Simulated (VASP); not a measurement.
Data:

```xyz
3
Lattice="0.0000 2.8942 2.8942 2.8942 0.0000 2.8942 2.8942 2.8942 0.0000" Properties=species:S:1:pos:R:3 pbc="T T T"
Sr     0.0000     0.0000     0.0000
F      1.4471     1.4471     1.4471
F      4.3413     4.3413     4.3413
```

The numbers are results of LDA (Ceperley-Alder, Perdew-Zunger), VASP's LDA PAW potentials (set 64) (plane waves; VASP), not measurements. Settings: 520 eV cut-off, 7×7×7 Γ-centred mesh, Gaussian smearing of 0.050 eV, potentials Sr_sv F.

Question: The job: SrF2 (fluorite), 3 atoms, LDA, static run, 520 eV, 7×7×7 Γ-centred mesh. Roughly how much core time does it take on a busy server core?

Answer: About 10 core-seconds (one run on a shared machine, a rough figure). It had 20 irreducible k-points, 16 bands, up to 1326 plane waves and 14 electronic steps.

The compound is SrF2 in the fluorite structure. This cell is one point of a volume scan, at 1.06 of the reference volume.
